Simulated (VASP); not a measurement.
# CdSe (Pm-3m) in VASP: notebook

The runs below take CdSe through relaxation of cell and atoms, with PBE.

All numbers are computed with VASP 6.6.1; they aren't measurements. Logs are shortened: lines on timing, memory, paths and dates and some standing lists are left out, and cuts for length are marked.

## 1. The structure

It takes space group Pm-3m (No. 221, cubic). The conventional cell has a = 3.557 Å, b = 3.557 Å, c = 3.557 Å, α = 90.00°, β = 90.00°, γ = 90.00°. Cd (site symmetry m-3m) is surrounded by 8 Se at 3.08 Å. Se (site symmetry m-3m) has 8 Cd at 3.08 Å as nearest neighbours.

The cell was built by a generator and needn't be a form met in nature.

## 2. Relaxation of cell and atoms, PBE, target pressure 10 GPa, at which the enthalpy is minimised

Input file INCAR:

```
  PREC = Accurate
  ENCUT = 600
  EDIFF = 1E-6
  ISMEAR = -1
  SIGMA = 0.05
  LREAL = False
  LASPH = True
  NELM = 80
  ALGO = Fast
  ISIF = 3
  LWAVE = False
  LCHARG = False
  GGA = PE
  IBRION = 2
  NSW = 60
  EDIFFG = -0.01
  PSTRESS = 100
```

Input file KPOINTS:

```
regular mesh
0
Gamma
  8 8 8
```

Input file POSCAR:

```
CdSe
1.0
    3.5568600000      0.0000000000      0.0000000000
    0.0000000000      3.5568600000      0.0000000000
    0.0000000000      0.0000000000      3.5568600000
Cd Se
1 1
Direct
    0.5000000000      0.5000000000      0.5000000000
    0.0000000000      0.0000000000      0.0000000000
```

Potentials or basis: VASP PAW PBE potentials, release 64 (Cd, Se).

Started as:

```console
$ cat potpaw_PBE.64/Cd/POTCAR potpaw_PBE.64/Se/POTCAR > POTCAR
$ mpirun -np 1 vasp_std > vasp.out
```

OUTCAR:

```text
PREC = Accurate
   ENCUT = 600
   EDIFF = 1E-6
   ISMEAR = -1
   LREAL = False
   LASPH = True
   NELM = 80
   ISIF = 3
   GGA = PE
   IBRION = 2
   NSW = 60
   EDIFFG = -0.01
   PSTRESS = 100

 ion  position               nearest neighbor table
   1  0.500  0.500  0.500-   2 3.08   2 3.08   2 3.08   2 3.08   2 3.08   2 3.08   2 3.08   2 3.08

   2  0.000  0.000  0.000-   1 3.08   1 3.08   1 3.08   1 3.08   1 3.08   1 3.08   1 3.08   1 3.08

  LATTYP: Found a simple cubic cell.
 ALAT       =     3.5568600000

  Lattice vectors:

 A1 = (   3.5568600000,   0.0000000000,   0.0000000000)
 A2 = (   0.0000000000,   3.5568600000,   0.0000000000)
 A3 = (   0.0000000000,   0.0000000000,   3.5568600000)

Analysis of symmetry for initial positions (statically):
=====================================================================
 Subroutine PRICEL returns:
 Original cell was already a primitive cell.

 Routine SETGRP: Setting up the symmetry group for a
 simple cubic supercell.

 Subroutine GETGRP returns: Found 48 space group operations
 (whereof 48 operations were pure point group operations)
 out of a pool of 48 trial point group operations.

The static configuration has the point symmetry O_h .

Analysis of symmetry for dynamics (positions and initial velocities):
=====================================================================
 Subroutine PRICEL returns:
 Original cell was already a primitive cell.

 Routine SETGRP: Setting up the symmetry group for a
 simple cubic supercell.

 Subroutine GETGRP returns: Found 48 space group operations
 (whereof 48 operations were pure point group operations)
 out of a pool of 48 trial point group operations.

The dynamic configuration has the point symmetry O_h .

 Subroutine INISYM returns: Found 48 space group operations
 (whereof 48 operations are pure point group operations),
 and found     1 'primitive' translations

----------------------------------------------------------------------------------------

                                     Primitive cell

  volume of cell :      44.9987

  direct lattice vectors                    reciprocal lattice vectors
     3.556860000  0.000000000  0.000000000     0.281146854  0.000000000  0.000000000
     0.000000000  3.556860000  0.000000000     0.000000000  0.281146854  0.000000000
     0.000000000  0.000000000  3.556860000     0.000000000  0.000000000  0.281146854

  length of vectors
     3.556860000  3.556860000  3.556860000     0.281146854  0.281146854  0.281146854

  position of ions in fractional coordinates (direct lattice)
     0.500000000  0.500000000  0.500000000
     0.000000000  0.000000000  0.000000000

  ion indices of the primitive-cell ions
   primitive index   ion index
                 1           1
                 2           2

----------------------------------------------------------------------------------------

 KPOINTS: regular mesh

Automatic generation of k-mesh.
 Grid dimensions read from file:
 generate k-points for:    8    8    8

 Generating k-lattice:

  Cartesian coordinates                     Fractional coordinates (reciprocal lattice)
     0.035143357  0.000000000  0.000000000     0.125000000  0.000000000  0.000000000
     0.000000000  0.035143357  0.000000000     0.000000000  0.125000000  0.000000000
     0.000000000  0.000000000  0.035143357     0.000000000  0.000000000  0.125000000

  Length of vectors
     0.035143357  0.035143357  0.035143357

  Shift w.r.t. Gamma in fractional coordinates (k-lattice)
     0.000000000  0.000000000  0.000000000

 Subroutine IBZKPT returns following result:
 ===========================================

 Found     35 irreducible k-points:

 Following reciprocal coordinates:
            Coordinates               Weight
  0.000000  0.000000  0.000000      1.000000
  0.125000  0.000000  0.000000      6.000000
  0.250000  0.000000  0.000000      6.000000
  0.375000  0.000000  0.000000      6.000000
  0.500000  0.000000  0.000000      3.000000
  0.125000  0.125000  0.000000     12.000000
[... 16 lines left out ...]
  0.375000  0.375000  0.125000     24.000000
  0.500000  0.375000  0.125000     24.000000
 [... further k-points ...]
   k-points           NKPTS =     35   k-points in BZ     NKDIM =     35   number of bands    NBANDS=     13
   number of dos      NEDOS =    301   number of ions     NIONS =      2
   total plane-waves  NPLWV =  21952
   dimension x,y,z NGX =    28 NGY =   28 NGZ =   28
   dimension x,y,z NGXF=    56 NGYF=   56 NGZF=   56
   ions per type =               1   1
   NGX,Y,Z   is equivalent  to a cutoff of  13.09, 13.09, 13.09 a.u.
   NGXF,Y,Z  is equivalent  to a cutoff of  26.17, 26.17, 26.17 a.u.
 SYSTEM =  unknown system
   PREC   = accura    normal or accurate (medium, high low for compatibility)
   ISTART =      0    job   : 0-new  1-cont  2-samecut
   ICHARG =      2    charge: 1-file 2-atom 10-const
   ISPIN  =      1    spin polarized calculation?
   LNONCOLLINEAR =      F non collinear calculations
   LSORBIT =      F    spin-orbit coupling
   LASPH  =      T    aspherical Exc in radial PAW
   ENCUT  =  600.0 eV  44.10 Ry    6.64 a.u.   7.10  7.10  7.10*2*pi/ulx,y,z
   NELM   =     80;   NELMIN=  2; NELMDL= -5     # of ELM steps
   EDIFF  = 0.1E-05   stopping-criterion for ELM
   LREAL  =      F    real-space projection
   EDIFFG = -.1E-01   stopping-criterion for IOM
   NSW    =     60    number of steps for IOM
   IBRION =      2    ionic relax: 0-MD 1-quasi-New 2-CG
   NFREE  =      1    steps in history (QN), initial steepest desc. (CG)
   ISIF   =      3    stress and relaxation
   ISYM   =      2    0-nonsym 1-usesym 2-fastsym
   POTIM  = 0.5000    time-step for ionic-motion
   TEBEG  =    0.0;   TEEND  =   0.0 temperature during run
   PSTRESS=  100.0 pullay stress
   NELECT =      18.0000    total number of electrons
   NUPDOWN=      -1.0000    fix difference up-down
   EMIN   =  10.00;   EMAX   =-10.00  energy-range for DOS
   EFERMI =   0.00;   METHOD = LEGACY
   ISMEAR =    -1;   SIGMA  =   0.05  broadening in eV -4-tet -1-fermi 0-gaus
   EFERMI_NEDOS =   21; number of points for ismear=-14 and -15
   IALGO  =     68    algorithm
   IMIX   =      4    mixing-type and parameters
     AMIX     =   0.40;   BMIX     =  1.00
     AMIX_MAG =   1.60;   BMIX_MAG =  1.00
  volume/ion in A,a.u.               =      22.50       151.83
  Fermi-wavevector in a.u.,A,eV,Ry     =   1.206236  2.279455 19.796543  1.455005
  Thomas-Fermi vector in A             =   2.341909
   LORBIT       =      0    0 simple, 1 ext, 2 COOP (PROOUT), +10 PAW based schemes
   GGA     = PE    functional components
   LHFCALC =     F    Hartree Fock is set to
   AEXX    =    0.0000 exact exchange contribution
   IVDW    =     0    specifies the selected vdW correction
   LEPSILON=     F    determine dielectric tensor
   LRPA    =     F    only Hartree local field effects (RPA)
 conjugate gradient relaxation of ions
 non-spin polarized calculation
 RMM-DIIS sequential band-by-band and
  energy-cutoff  :      600.00
  volume of cell :       45.00
 maximum number of plane-waves:      1516
   NGX = 15   NGY = 15   NGZ = 15

--------------------------------------- Ionic step        1  -------------------------------------------

 number of electron      17.9999988 magnetization

 Free energy of the ion-electron system (eV)
  ---------------------------------------------------
  ext. energy  EPLUGINS =         0.00000000
  ---------------------------------------------------
  free energy    TOTEN  =        -4.30788102 eV

  energy without entropy =       -4.29404513  energy(sigma->0) =       -4.30096308

------------------------ aborting loop because EDIFF is reached ----------------------------------------

  FORCE on cell =-STRESS in cart. coord.  units (eV):
  Direction    XX          YY          ZZ          XY          YZ          ZX
  --------------------------------------------------------------------------------------
  -------------------------------------------------------------------------------------
  Total        0.0672881      0.0672881      0.0672881     -0.0000000      0.0000000      0.0000000
  in kB        2.3957901      2.3957901      2.3957901     -0.0000000      0.0000000      0.0000000
  external PRESSURE =     -97.6042099 kB  Pullay stress =     100.0000000 kB
[... 175 lines left out ...]
  enthalpy is  TOTEN    =        -1.6777666092 eV   P V=        2.4840337658

--------------------------------------- Ionic step        6  -------------------------------------------

 number of electron      17.9999997 magnetization

 Free energy of the ion-electron system (eV)
  ---------------------------------------------------
  ext. energy  EPLUGINS =         0.00000000
  ---------------------------------------------------
  free energy    TOTEN  =        -4.15785589 eV

  energy without entropy =       -4.14528480  energy(sigma->0) =       -4.15157035

 E-fermi :   4.4639     XC(G=0): -11.0269

 val. band max:        4.4219394868   @ k =   0.5000   0.3750   0.2500
 cond. band min:       4.4973429964   @ k =   0.3750   0.3750   0.0000
 fundamental gap:      0.0754035097
 Fermi energy:         4.4639019478

 k-point     1 :       0.0000    0.0000    0.0000
  band No.  band energies     occupation
      1      -9.9916      2.00000
      2      -4.5828      2.00000
      3      -4.5828      2.00000
      4      -4.0077      2.00000
      5      -4.0077      2.00000
      6      -4.0077      2.00000
      7       3.0587      2.00000
      8       3.0587      2.00000
      9       3.0587      2.00000
     10       3.2738      2.00000
     11      10.5131      0.00000
     12      10.5131      0.00000
     13      16.1685      0.00000
[... 353 lines left out ...]
 k-point    24 :       0.5000    0.3750    0.1250
  band No.  band energies     occupation
      1      -8.3321      2.00000
      2      -4.3407      2.00000
      3      -4.3226      2.00000
      4      -4.2503      2.00000
      5      -3.8771      2.00000
      6      -3.8259      2.00000
      7      -0.8044      2.00000
      8       0.1708      2.00000
      9       3.8854      1.99998
     10       4.0537      1.99945
     11      10.1823      0.00000
     12      10.5675      0.00000
     13      13.9620      0.00000

 [... further k-points ...]

------------------------ aborting loop because EDIFF is reached ----------------------------------------

  FORCE on cell =-STRESS in cart. coord.  units (eV):
  Direction    XX          YY          ZZ          XY          YZ          ZX
  --------------------------------------------------------------------------------------
  -------------------------------------------------------------------------------------
  Total        2.4758102      2.4758102      2.4758102      0.0000000      0.0000000     -0.0000000
  in kB       99.8285346     99.8285346     99.8285346      0.0000000      0.0000000     -0.0000000
  external PRESSURE =      -0.1714654 kB  Pullay stress =     100.0000000 kB
[... 17 lines left out ...]
  FREE ENERGIE OF THE ION-ELECTRON SYSTEM (eV)
  ---------------------------------------------------
  free  energy   TOTEN  =        -4.1578558939 eV

  energy  without entropy=       -4.1452848038  energy(sigma->0) =       -4.15157035

  enthalpy is  TOTEN    =        -1.6777932928 eV   P V=        2.4800626011

 reached required accuracy - stopping structural energy minimisation
```

It took 64 s on 1 thread of Intel Xeon Platinum 8488C (Sapphire Rapids), shared host; peak memory 0.17 GiB.

Results:

| Item | Value |
| --- | --- |
| Free energy | -4.1579 eV |
| Relaxed volume | 19.87 Å³/atom |
| Relaxed cell | a = 3.412 Å, b = 3.412 Å, c = 3.412 Å, α = 90.00°, β = 90.00°, γ = 90.00° |
| Space group after relaxing (to 0.05 Å) | Pm-3m (No. 221) |
| Energy change on relaxing (the enthalpy is what falls) | +75.0 meV/atom |
| Ionic steps | 6 |
| Pressure after relaxing | 10.0 GPa |
| Band gap on the k mesh | none (metal or under the smearing width) |

The path:
| step | energy change (eV) | largest force (eV/Å) | pressure (GPa) | volume (Å³) |
| --- | --- | --- | --- | --- |
| 1 | 0.0000 | 0.0000 | 0.24 | 45.00 |
| 2 | 0.4308 | 0.0000 | 19.84 | 36.65 |
| 3 | 0.1475 | 0.0000 | 9.89 | 39.78 |
| 4 | 0.1537 | 0.0000 | 10.19 | 39.68 |
| 5 | 0.1461 | 0.0000 | 9.88 | 39.80 |
| 6 | 0.1500 | 0.0000 | 9.98 | 39.74 |

Final structure:
```
Cd Se
1.0
     3.41238    0.00000    0.00000
     0.00000    3.41238    0.00000
     0.00000    0.00000    3.41238
Cd Se
1 1
Cartesian
  1.7062 1.7062 1.7062
  0.0000 0.0000 0.0000
```

Caveat: the cell is relaxed towards a set pressure, so the enthalpy falls and the energy may rise.

## 3. Relaxation of cell and atoms, PBE, target pressure 20 GPa, at which the enthalpy is minimised

Edit INCAR of step 2 so:

```diff
@@ -16,2 +16,2 @@
   EDIFFG = -0.01
-  PSTRESS = 100
+  PSTRESS = 200
```

KPOINTS is that of step 2.

POSCAR is that of step 2.

Potentials or basis: VASP PAW PBE potentials, release 64 (Cd, Se).

Started as:

```console
$ cat potpaw_PBE.64/Cd/POTCAR potpaw_PBE.64/Se/POTCAR > POTCAR
$ mpirun -np 1 vasp_std > vasp.out
```

Run time: 49 s. Hardware: 1 thread of Intel Xeon Platinum 8488C (Sapphire Rapids), shared host; peak memory 0.18 GiB.

It converged, with:

```yaml
Free_energy: -3.8709 eV
Relaxed_volume: 18.30 Å³/atom
Relaxed_cell: a = 3.320 Å, b = 3.320 Å, c = 3.320 Å, α = 90.00°, β = 90.00°, γ = 90.00°
Space_group_after_relaxing_to_0.05_Å: Pm-3m (No. 221)
Energy_change_on_relaxing_the_enthalpy_is_what_falls: +218.5 meV/atom
Ionic_steps: 7
Pressure_after_relaxing: 20.0 GPa
Band_gap_on_the_k_mesh: none (metal or under the smearing width)
```

The path:
| step | energy change (eV) | largest force (eV/Å) | pressure (GPa) | volume (Å³) |
| --- | --- | --- | --- | --- |
| 1 | 0.0000 | 0.0000 | 0.24 | 45.00 |
| 2 | 2.3302 | 0.0000 | 71.42 | 29.24 |
| 3 | 0.3914 | 0.0000 | 18.57 | 36.98 |
| 4 | 0.4251 | 0.0000 | 19.65 | 36.70 |
| 5 | 0.4443 | 0.0000 | 20.29 | 36.54 |
| 6 | 0.4248 | 0.0000 | 19.67 | 36.70 |
| 7 | 0.4370 | 0.0000 | 20.05 | 36.60 |

Final structure:
```
Cd Se
1.0
     3.32016    0.00000    0.00000
     0.00000    3.32016    0.00000
     0.00000    0.00000    3.32016
Cd Se
1 1
Direct
  0.50000 0.50000 0.50000
  0.00000 0.00000 0.00000
```

Levels at points of the mesh, in eV from the Fermi level:
```tsv
k point	band 6	band 7	band 8	band 9	band 10	band 11	band 12	band 13
(0.00, 0.00, 0.00)	-8.60	-1.58	-1.58	-1.58	-0.83	6.01	6.01	12.55
(0.50, 0.00, 0.00)	-8.57	-6.89	0.23	0.23	3.25	5.25	6.60	6.86
(0.50, 0.50, 0.00)	-8.08	-5.69	-5.69	-1.71	0.26	8.09	8.09	8.66
(0.50, 0.50, 0.50)	-8.32	-2.50	-2.50	-2.50	0.84	0.84	0.84	2.46
```

Caveat: the cell is relaxed towards a set pressure, so the enthalpy falls and the energy may rise; the volume moved by over 15 % at a fixed basis, so the end points are rough.

## 4. Relaxation of cell and atoms, PBE, target pressure 30 GPa, at which the enthalpy is minimised

Edit INCAR of step 3 so:

```diff
@@ -16,2 +16,2 @@
   EDIFFG = -0.01
-  PSTRESS = 200
+  PSTRESS = 300
```

KPOINTS is that of step 3.

POSCAR is that of step 3.

Started as:

```console
$ cat potpaw_PBE.64/Cd/POTCAR potpaw_PBE.64/Se/POTCAR > POTCAR
$ mpirun -np 1 vasp_std > vasp.out
```

Run time: 41 s. Hardware: 1 thread of Intel Xeon Platinum 8488C (Sapphire Rapids), shared host; peak memory 0.18 GiB.

It converged, with:

```
Free energy                                            : -3.5337 eV
Relaxed volume                                         : 17.21 Å³/atom
Relaxed cell                                           : a = 3.253 Å, b = 3.253 Å, c = 3.253 Å, α = 90.00°, β = 90.00°, γ = 90.00°
Space group after relaxing (to 0.05 Å)                 : Pm-3m (No. 221)
Energy change on relaxing (the enthalpy is what falls) : +387.1 meV/atom
Ionic steps                                            : 5
Pressure after relaxing                                : 30.0 GPa
Band gap on the k mesh                                 : none (metal or under the smearing width)
```

Step by step:
```csv
step,energy change (eV),largest force (eV/Å),pressure (GPa),volume (Å³)
1,0.0000,0.0000,0.24,45.00
2,7.2953,0.0000,203.45,22.90
3,0.6007,0.0000,25.01,35.43
4,0.7013,0.0000,27.95,34.82
5,0.7742,0.0000,30.03,34.42
```

Final structure:
```
Cd Se
1.0
     3.25283    0.00000    0.00000
     0.00000    3.25283    0.00000
     0.00000    0.00000    3.25283
Cd Se
1 1
Direct
  0.50000 0.50000 0.50000
  0.00000 0.00000 0.00000
```

Levels at points of the mesh, in eV from the Fermi level:
```
           k point  band 5  band 6  band 7  band 8  band 9  band 10  band 11  band 12  band 13
(0.00, 0.00, 0.00)   -8.73   -8.73   -1.73   -1.73   -1.73    -0.52     5.96     5.96    13.21
(0.50, 0.00, 0.00)   -9.18   -8.70   -7.13    0.30    0.30     3.45     5.69     6.42     6.93
(0.50, 0.50, 0.00)   -8.42   -8.07   -6.15   -6.15   -1.81     0.29     8.36     8.36     8.83
(0.50, 0.50, 0.50)   -8.40   -8.40   -2.58   -2.58   -2.58     0.61     0.61     0.61     2.72
```

Caveat: the cell is relaxed towards a set pressure, so the enthalpy falls and the energy may rise; the volume moved by over 15 % at a fixed basis, so the end points are rough.

(Part 1 of 2 ends here.)
